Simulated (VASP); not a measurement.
# Sn in VASP: notebook

The runs below take Sn through single point, relaxation of the atoms, with PBEsol.

All numbers are computed with VASP 6.6.1; they aren't measurements. Logs are shortened: lines on timing, memory, paths and dates and some standing lists are left out, and cuts for length are marked.

## 1. The structure

The cell holds a slab with vacuum, 8 atoms: a = 4.622 Å, b = 4.622 Å, c = 27.266 Å, α = 90.00°, β = 90.00°, γ = 120.00°.

The slab is cut from a database's or a generator's crystal, which needn't be the stable form of the element.

## 2. Single point, PBEsol

INCAR reads:

```
SYSTEM = Sn
PREC = Accurate
ENCUT = 520
EDIFF = 1E-7
ISMEAR = 0
SIGMA = 0.03
LREAL = .False.
LASPH = .True.
NELM = 80
ALGO = Fast
ISIF = 2
LWAVE = .False.
LCHARG = .False.
LDIPOL = .True.
IDIPOL = 3
DIPOL = 0.5 0.5 0.500
GGA = PS
NBANDS = 66
LVHAR = .True.
LVACPOTAV = .True.
ICORELEVEL = 1
KPAR = 2
```

KPOINTS reads:

```
Automatic mesh
0
Gamma
  6 6 1
  0 0 0
```

POSCAR reads:

```
Sn
1.0
    4.6224744100      0.0000000000      0.0000000000
   -2.3112372000      4.0031802700      0.0000000000
    0.0000000000      0.0000000000     27.2662622900
Sn
8
Direct
    0.0000000000      0.0000000000      0.2750652000
    0.6666666700      0.3333333300      0.3096705600
    0.6666666700      0.3333333300      0.4134866200
    0.3333333300      0.6666666700      0.4480919700
    0.3333333300      0.6666666700      0.5519080300
    0.0000000000      0.0000000000      0.5865133800
    0.0000000000      0.0000000000      0.6903294400
    0.6666666700      0.3333333300      0.7249348000
```

Potentials or basis: VASP PAW PBE potentials, release 64 (Sn_d).

The run is started by

```console
> cat potpaw_PBE.64/Sn_d/POTCAR > POTCAR
> mpirun -np 2 vasp_std > vasp.out
```

OUTCAR:

```text
SYSTEM = Sn
   PREC = Accurate
   ENCUT = 520
   EDIFF = 1E-7
   ISMEAR = 0
   LREAL = .False.
   LASPH = .True.
   NELM = 80
   ISIF = 2
   GGA = PS

 ion  position               nearest neighbor table
   1  0.000  0.000  0.275-   2 2.83   2 2.83   2 2.83
   2  0.667  0.333  0.310-   3 2.83   1 2.83   1 2.83   1 2.83
   3  0.667  0.333  0.413-   4 2.83   4 2.83   2 2.83   4 2.83
   4  0.333  0.667  0.448-   3 2.83   3 2.83   5 2.83   3 2.83
   5  0.333  0.667  0.552-   6 2.83   6 2.83   6 2.83   4 2.83
   6  0.000  0.000  0.587-   5 2.83   5 2.83   5 2.83   7 2.83
   7  0.000  0.000  0.690-   6 2.83   8 2.83   8 2.83   8 2.83
   8  0.667  0.333  0.725-   7 2.83   7 2.83   7 2.83

  LATTYP: Found a hexagonal cell.
 ALAT       =     4.6224744100
 C/A-ratio  =     5.8986291478

  Lattice vectors:

 A1 = (   4.6224744100,   0.0000000000,   0.0000000000)
 A2 = (  -2.3112372000,   4.0031802700,   0.0000000000)
 A3 = (   0.0000000000,   0.0000000000,  27.2662622900)

Analysis of symmetry for initial positions (statically):
=====================================================================
 Subroutine PRICEL returns:
 Original cell was already a primitive cell.

 Routine SETGRP: Setting up the symmetry group for a
 hexagonal supercell.

 Subroutine GETGRP returns: Found 12 space group operations
 (whereof  6 operations were pure point group operations)
 out of a pool of 24 trial point group operations.

The static configuration has the point symmetry C_3v.
 The point group associated with its full space group is D_3d.

Analysis of symmetry for dynamics (positions and initial velocities):
=====================================================================
 Subroutine PRICEL returns:
 Original cell was already a primitive cell.

 Routine SETGRP: Setting up the symmetry group for a
 hexagonal supercell.

 Subroutine GETGRP returns: Found 12 space group operations
 (whereof  6 operations were pure point group operations)
 out of a pool of 24 trial point group operations.

The dynamic configuration has the point symmetry C_3v.
 The point group associated with its full space group is D_3d.

 Subroutine INISYM returns: Found 12 space group operations
 (whereof  6 operations are pure point group operations),
 and found     1 'primitive' translations

----------------------------------------------------------------------------------------

                                     Primitive cell

  volume of cell :     504.5512

  direct lattice vectors                    reciprocal lattice vectors
     4.622474410  0.000000000  0.000000000     0.216334351  0.124900695  0.000000000
    -2.311237200  4.003180270  0.000000000     0.000000000  0.249801391  0.000000000
     0.000000000  0.000000000 27.266262290     0.000000000  0.000000000  0.036675361

  length of vectors
     4.622474410  4.622474410 27.266262290     0.249801391  0.249801391  0.036675361

  position of ions in fractional coordinates (direct lattice)
     0.000000000  0.000000000  0.275065200
     0.666666670  0.333333330  0.309670560
     0.666666670  0.333333330  0.413486620
     0.333333330  0.666666670  0.448091970
     0.333333330  0.666666670  0.551908030
     0.000000000  0.000000000  0.586513380
     0.000000000  0.000000000  0.690329440
     0.666666670  0.333333330  0.724934800

  ion indices of the primitive-cell ions
   primitive index   ion index
                 1           1
                 2           2
                 3           3
                 4           4
                 5           5
                 6           6
                 7           7
                 8           8

----------------------------------------------------------------------------------------

 KPOINTS: Automatic mesh

Automatic generation of k-mesh.
 Grid dimensions read from file:
 generate k-points for:    6    6    1

 Generating k-lattice:

  Cartesian coordinates                     Fractional coordinates (reciprocal lattice)
     0.036055725  0.020816783  0.000000000     0.166666667  0.000000000  0.000000000
     0.000000000  0.041633565  0.000000000     0.000000000  0.166666667  0.000000000
     0.000000000  0.000000000  0.036675361     0.000000000  0.000000000  1.000000000

  Length of vectors
     0.041633565  0.041633565  0.036675361

  Shift w.r.t. Gamma in fractional coordinates (k-lattice)
     0.000000000  0.000000000  0.000000000

 Subroutine IBZKPT returns following result:
 ===========================================

 Found      7 irreducible k-points:

 Following reciprocal coordinates:
            Coordinates               Weight
  0.000000  0.000000  0.000000      1.000000
  0.166667  0.000000  0.000000      6.000000
  0.333333  0.000000  0.000000      6.000000
  0.500000  0.000000  0.000000      3.000000
  0.166667  0.166667  0.000000      6.000000
  0.333333  0.166667  0.000000     12.000000
  0.333333  0.333333  0.000000      2.000000
   k-points           NKPTS =      7   k-points in BZ     NKDIM =      7   number of bands    NBANDS=     66
   number of dos      NEDOS =    301   number of ions     NIONS =      8
   total plane-waves  NPLWV = 272160
   dimension x,y,z NGX =    36 NGY =   36 NGZ =  210
   dimension x,y,z NGXF=    72 NGYF=   72 NGZF=  420
   ions per type =               8
   NGX,Y,Z   is equivalent  to a cutoff of  12.95, 12.95, 12.80 a.u.
   NGXF,Y,Z  is equivalent  to a cutoff of  25.89, 25.89, 25.61 a.u.
 SYSTEM =  Sn
   PREC   = accura    normal or accurate (medium, high low for compatibility)
   ISTART =      0    job   : 0-new  1-cont  2-samecut
   ICHARG =      2    charge: 1-file 2-atom 10-const
   ISPIN  =      1    spin polarized calculation?
   LNONCOLLINEAR =      F non collinear calculations
   LSORBIT =      F    spin-orbit coupling
   LASPH  =      T    aspherical Exc in radial PAW
   ENCUT  =  520.0 eV  38.22 Ry    6.18 a.u.   8.59  8.59 50.70*2*pi/ulx,y,z
   NELM   =     80;   NELMIN=  2; NELMDL= -5     # of ELM steps
   EDIFF  = 0.1E-06   stopping-criterion for ELM
   LREAL  =      F    real-space projection
   EDIFFG = 0.1E-05   stopping-criterion for IOM
   NSW    =      0    number of steps for IOM
   IBRION =     -1    ionic relax: 0-MD 1-quasi-New 2-CG
   NFREE  =      0    steps in history (QN), initial steepest desc. (CG)
   ISIF   =      2    stress and relaxation
   ISYM   =      2    0-nonsym 1-usesym 2-fastsym
   POTIM  = 0.5000    time-step for ionic-motion
   TEBEG  =    0.0;   TEEND  =   0.0 temperature during run
   PSTRESS=    0.0 pullay stress
   NELECT =     112.0000    total number of electrons
   NUPDOWN=      -1.0000    fix difference up-down
   EMIN   =  10.00;   EMAX   =-10.00  energy-range for DOS
   EFERMI =   0.00;   METHOD = LEGACY
   ISMEAR =     0;   SIGMA  =   0.03  broadening in eV -4-tet -1-fermi 0-gaus
   EFERMI_NEDOS =   21; number of points for ismear=-14 and -15
   IALGO  =     68    algorithm
   IMIX   =      4    mixing-type and parameters
     AMIX     =   0.40;   BMIX     =  1.00
     AMIX_MAG =   1.60;   BMIX_MAG =  1.00
  volume/ion in A,a.u.               =      63.07       425.61
  Fermi-wavevector in a.u.,A,eV,Ry     =   0.991241  1.873173 13.368512  0.982558
  Thomas-Fermi vector in A             =   2.122968
   LORBIT       =      0    0 simple, 1 ext, 2 COOP (PROOUT), +10 PAW based schemes
   GGA     = PS    functional components
   LHFCALC =     F    Hartree Fock is set to
   AEXX    =    0.0000 exact exchange contribution
   IVDW    =     0    specifies the selected vdW correction
   LEPSILON=     F    determine dielectric tensor
   LRPA    =     F    only Hartree local field effects (RPA)
 non-spin polarized calculation
 RMM-DIIS sequential band-by-band and
 Gauss-broadening in eV      SIGMA  =   0.03
  energy-cutoff  :      520.00
  volume of cell :      504.55
 maximum number of plane-waves:     13631
 NGX is ok and might be reduce to    36
   NGX = 17   NGY = 17   NGZ =101

 dipolmoment           0.000000      0.000000     -0.000000 electrons x Angstroem

 number of electron     111.9999979 magnetization

 dipolmoment           0.000000      0.000000      0.000000 electrons x Angstroem

 Free energy of the ion-electron system (eV)
  ---------------------------------------------------
  ext. energy  EPLUGINS =         0.00000000
  ---------------------------------------------------
  free energy    TOTEN  =       -32.02083341 eV

  energy without entropy =      -32.01464481  energy(sigma->0) =      -32.01773911

 the core state eigenenergies are
   1-  1s -29001.7378  2s  -4373.2443  2p  -3924.8658  3s   -839.4246  3p   -692.9725
       3d   -467.6927  4s   -128.2487  4p    -84.0157
   2-  1s -29001.7800  2s  -4373.2951  2p  -3924.9150  3s   -839.4832  3p   -693.0309
       3d   -467.7508  4s   -128.3167  4p    -84.0842
   3-  1s -29002.0050  2s  -4373.5176  2p  -3925.1378  3s   -839.7064  3p   -693.2541
       3d   -467.9738  4s   -128.5422  4p    -84.3102
   4-  1s -29001.9698  2s  -4373.4851  2p  -3925.1051  3s   -839.6734  3p   -693.2211
       3d   -467.9410  4s   -128.5076  4p    -84.2752
   5-  1s -29001.9698  2s  -4373.4851  2p  -3925.1051  3s   -839.6734  3p   -693.2211
       3d   -467.9410  4s   -128.5076  4p    -84.2752
   6-  1s -29002.0050  2s  -4373.5176  2p  -3925.1378  3s   -839.7064  3p   -693.2541
       3d   -467.9738  4s   -128.5422  4p    -84.3102
   7-  1s -29001.7800  2s  -4373.2951  2p  -3924.9150  3s   -839.4832  3p   -693.0309
       3d   -467.7508  4s   -128.3167  4p    -84.0842
   8-  1s -29001.7378  2s  -4373.2443  2p  -3924.8658  3s   -839.4246  3p   -692.9725
       3d   -467.6927  4s   -128.2487  4p    -84.0157

 E-fermi :   0.7977     XC(G=0):  -5.4216

 val. band max:        0.7575314092   @ k =   0.0000   0.0000   0.0000
 cond. band min:       0.7977697944   @ k =   0.3333   0.1667   0.0000
 fundamental gap:      0.0402383852
 Fermi energy:         0.7976581777

 k-point     1 :       0.0000    0.0000    0.0000
  band No.  band energies     occupation
      1     -20.6544      2.00000
      2     -20.6544      2.00000
      3     -20.6391      2.00000
      4     -20.6391      2.00000
      5     -20.6197      2.00000
      6     -20.5840      2.00000
[... 472 lines left out ...]
     65       5.6837      0.00000
     66       5.9279      0.00000

------------------------ aborting loop because EDIFF is reached ----------------------------------------

  FORCE on cell =-STRESS in cart. coord.  units (eV):
  Direction    XX          YY          ZZ          XY          YZ          ZX
  --------------------------------------------------------------------------------------
  -------------------------------------------------------------------------------------
  Total       -0.0052014     -0.0052014      0.9683653     -0.0000000      0.0000000     -0.0000000
  in kB       -0.0165169     -0.0165169      3.0749957     -0.0000000      0.0000000     -0.0000000
  external PRESSURE =       1.0139873 kB  Pullay stress =       0.0000000 kB

 VOLUME and BASIS-vectors are now :
 -----------------------------------------------------------------------------
  energy-cutoff  :      520.00
  volume of cell :      504.55
      direct lattice vectors                 reciprocal lattice vectors
     4.622474410  0.000000000  0.000000000     0.216334351  0.124900695  0.000000000
    -2.311237200  4.003180270  0.000000000     0.000000000  0.249801391  0.000000000
     0.000000000  0.000000000 27.266262290     0.000000000  0.000000000  0.036675361

 POSITION                                       TOTAL-FORCE (eV/Angst)
 -----------------------------------------------------------------------------------
      0.00000      0.00000      7.50000         0.000000     -0.000000      0.050945
      2.31124      1.33439      8.44356         0.000000      0.000000     -0.215147
      2.31124      1.33439     11.27423        -0.000000     -0.000000      0.143478
     -0.00000      2.66879     12.21779        -0.000000      0.000000     -0.048854
     -0.00000      2.66879     15.04847         0.000000     -0.000000      0.048854
      0.00000      0.00000     15.99203         0.000000      0.000000     -0.143478
      0.00000      0.00000     18.82270        -0.000000     -0.000000      0.215147
      2.31124      1.33439     19.76626        -0.000000      0.000000     -0.050945
 -----------------------------------------------------------------------------------
    total drift:                               -0.000012      0.000007      0.000017

  FREE ENERGIE OF THE ION-ELECTRON SYSTEM (eV)
  ---------------------------------------------------
  free  energy   TOTEN  =       -32.0208334057 eV

  energy  without entropy=      -32.0146448052  energy(sigma->0) =      -32.01773911

 vacuum level on the upper side and lower side of the slab         5.221         5.221
```

It took 3 min on 2 MPI ranks of AMD EPYC 9R45 (Zen 5), shared host; peak memory 0.64 GiB.

Results:

| Quantity | Value |
| --- | --- |
| Free energy | -32.0208 eV |
| Largest force | 0.215 eV/Å |
| Band gap on the k mesh | none (metal or under the smearing width) |
| Work function of the upper face | 4.42 eV |
| Work function of the lower face | 4.42 eV |

Forces in eV/Å, atoms in the order of the input:
```
Sn   0.000  0.000  0.051
Sn   0.000  0.000 -0.215
Sn   0.000  0.000  0.143
Sn   0.000  0.000 -0.049
Sn   0.000  0.000  0.049
Sn   0.000  0.000 -0.143
Sn   0.000  0.000  0.215
Sn   0.000  0.000 -0.051
```

Core levels (eV, on the scale of the bands):
```csv
atom,levels
1 Sn,"1s -29001.7, 2s -4373.2, 2p -3924.9, 3s -839.4, 3p -693.0, 3d -467.7, 4s -128.2, 4p -84.0"
2 Sn,"1s -29001.8, 2s -4373.3, 2p -3924.9, 3s -839.5, 3p -693.0, 3d -467.8, 4s -128.3, 4p -84.1"
3 Sn,"1s -29002.0, 2s -4373.5, 2p -3925.1, 3s -839.7, 3p -693.3, 3d -468.0, 4s -128.5, 4p -84.3"
4 Sn,"1s -29002.0, 2s -4373.5, 2p -3925.1, 3s -839.7, 3p -693.2, 3d -467.9, 4s -128.5, 4p -84.3"
5 Sn,"1s -29002.0, 2s -4373.5, 2p -3925.1, 3s -839.7, 3p -693.2, 3d -467.9, 4s -128.5, 4p -84.3"
6 Sn,"1s -29002.0, 2s -4373.5, 2p -3925.1, 3s -839.7, 3p -693.3, 3d -468.0, 4s -128.5, 4p -84.3"
```

Caveat: the PAW data sets were made with another functional, which shifts forces and pressure a little.

## 3. Relaxation of the atoms, PBEsol

INCAR reads:

```
  PREC = Accurate
  ENCUT = 520
  EDIFF = 1E-6
  ISMEAR = 0
  SIGMA = 0.03
  LREAL = F
  LASPH = T
  NELM = 80
  ALGO = Normal
  ISIF = 2
  LWAVE = F
  LCHARG = F
  LDIPOL = T
  IDIPOL = 3
  DIPOL = 0.5 0.5 0.500
  GGA = PS
  IBRION = 2
  NSW = 80
  EDIFFG = -0.02
  KPAR = 2
```

KPOINTS reads:

```
regular mesh
0
Gamma
  6 6 1
```

POSCAR is that of step 2.

Potentials or basis: VASP PAW PBE potentials, release 64 (Sn_d).

The run is started by

```console
> cat potpaw_PBE.64/Sn_d/POTCAR > POTCAR
> mpirun -np 2 vasp_std > vasp.out
```

It took 6.2 min on 2 MPI ranks of AMD EPYC 9R45 (Zen 5), shared host; peak memory 0.68 GiB.

The run converged. Its results:

| Item | Value |
| --- | --- |
| Free energy | -32.0276 eV |
| Energy gained by relaxing | 0.8 meV/atom |
| Ionic steps | 6 |
| Largest force after relaxing | 0.019 eV/Å |
| Band gap on the k mesh | none (metal or under the smearing width) |

Forces on the atoms (eV/Å):
```
Sn   0.000  0.000 -0.019
Sn   0.000  0.000 -0.015
Sn   0.000  0.000 -0.019
Sn   0.000  0.000 -0.011
Sn   0.000  0.000  0.011
Sn   0.000  0.000  0.019
Sn   0.000  0.000  0.015
Sn   0.000  0.000  0.019
```

The path:
```csv
step,energy change (eV),largest force (eV/Å),pressure (GPa)
1,0.0000,0.2152,0.10
2,-0.0050,0.1125,0.10
3,-0.0063,0.0380,0.11
4,-0.0064,0.0311,0.11
5,-0.0066,0.0231,0.11
6,-0.0068,0.0192,0.10
```

Final structure:
```yaml
crystal:
  lattice:
    - [4.62247, 0.00000, 0.00000]
    - [-2.31124, 4.00318, 0.00000]
    - [0.00000, 0.00000, 27.26626]
  atoms:
    - { symbol: Sn, position: [0.00000, 0.00000, 0.27518] }
    - { symbol: Sn, position: [0.66667, 0.33333, 0.30884] }
    - { symbol: Sn, position: [0.66667, 0.33333, 0.41386] }
    - { symbol: Sn, position: [0.33333, 0.66667, 0.44801] }
    - { symbol: Sn, position: [0.33333, 0.66667, 0.55199] }
    - { symbol: Sn, position: [0.00000, 0.00000, 0.58614] }
    - { symbol: Sn, position: [0.00000, 0.00000, 0.69116] }
    - { symbol: Sn, position: [0.66667, 0.33333, 0.72482] }
```

Levels at points of the mesh, in eV from the Fermi level:
```csv
k point,band 54,band 55,band 56,band 57,band 58,band 59
"(0.00, 0.00, 0.00)",-0.10,0.09,0.15,0.15,0.35,0.60
"(0.50, 0.00, 0.00)",-1.32,-1.04,-0.65,0.06,1.03,1.12
```

Caveat: the PAW data sets were made with another functional, which shifts forces and pressure a little.

## 4. Single point, PBEsol

INCAR reads:

```
SYSTEM = Sn
PREC = Accurate
ENCUT = 520
EDIFF = 1E-7
ISMEAR = 0
SIGMA = 0.03
LREAL = .False.
LASPH = .True.
NELM = 80
ALGO = Fast
ISIF = 2
LWAVE = .False.
LCHARG = .False.
LDIPOL = .True.
IDIPOL = 3
DIPOL = 0.5 0.5 0.500
GGA = PS
NBANDS = 66
LVHAR = .True.
LVACPOTAV = .True.
ICORELEVEL = 1
KPAR = 2
```

KPOINTS reads:

```
Automatic mesh
0
Gamma
  6 6 1
  0 0 0
```

POSCAR reads:

```
Sn                                      
1.0
    4.6224744100      0.0000000000      0.0000000000
   -2.3112372000      4.0031802700      0.0000000000
    0.0000000000      0.0000000000     27.2662622900
  Sn            
     8
Direct
     1.0000000000000000    0.0000000000000000    0.2751823729609850
     0.6666666699999979    0.3333333300000021    0.3088372924838502
     0.6666666699999979    0.3333333300000021    0.4138557091826660
     0.3333333300000021    0.6666666699999979    0.4480121741919253
     0.3333333300000021    0.6666666699999979    0.5519878258080745
     0.0000000000000000    0.0000000000000000    0.5861442908173339
     0.0000000000000000    0.0000000000000000    0.6911627075161498
     0.6666666699999979    0.3333333300000021    0.7248176270390150
```

The run is started by

```console
> cat potpaw_PBE.64/Sn_d/POTCAR > POTCAR
> mpirun -np 2 vasp_std > vasp.out
```

Run time: 3.4 min. Hardware: 2 MPI ranks of AMD EPYC 9R45 (Zen 5), shared host; peak memory 0.63 GiB.

It converged, with:

| Property | Result |
| --- | --- |
| Free energy | -32.0276 eV |
| Largest force | 0.021 eV/Å |
| Band gap on the k mesh | none (metal or under the smearing width) |
| Work function of the upper face | 4.42 eV |
| Work function of the lower face | 4.42 eV |

Forces in eV/Å, atoms in the order of the input:
```
Sn   0.000  0.000 -0.020
Sn   0.000  0.000 -0.019
Sn   0.000  0.000 -0.021
Sn   0.000  0.000 -0.009
Sn   0.000  0.000  0.009
Sn   0.000  0.000  0.021
Sn   0.000  0.000  0.019
Sn   0.000  0.000  0.020
```

Levels at points of the mesh, in eV from the Fermi level:
```tsv
k point	band 52	band 53	band 54	band 55	band 56	band 57	band 58	band 59	band 60	band 61
(0.00, 0.00, 0.00)	-0.49	-0.10	-0.10	0.09	0.15	0.15	0.35	0.60	0.96	0.97
(0.50, 0.00, 0.00)	-1.82	-1.74	-1.32	-1.04	-0.65	0.06	1.03	1.12	1.37	1.62
```

Core levels (eV, on the scale of the bands):
```csv
atom,levels
1 Sn,"1s -29001.7, 2s -4373.3, 2p -3924.9, 3s -839.4, 3p -693.0, 3d -467.7, 4s -128.3, 4p -84.0"
2 Sn,"1s -29001.8, 2s -4373.3, 2p -3924.9, 3s -839.5, 3p -693.0, 3d -467.8, 4s -128.3, 4p -84.1"
3 Sn,"1s -29002.0, 2s -4373.5, 2p -3925.1, 3s -839.7, 3p -693.3, 3d -468.0, 4s -128.5, 4p -84.3"
4 Sn,"1s -29002.0, 2s -4373.5, 2p -3925.1, 3s -839.7, 3p -693.2, 3d -467.9, 4s -128.5, 4p -84.3"
5 Sn,"1s -29002.0, 2s -4373.5, 2p -3925.1, 3s -839.7, 3p -693.2, 3d -467.9, 4s -128.5, 4p -84.3"
6 Sn,"1s -29002.0, 2s -4373.5, 2p -3925.1, 3s -839.7, 3p -693.3, 3d -468.0, 4s -128.5, 4p -84.3"
```

Caveat: the PAW data sets were made with another functional, which shifts forces and pressure a little.
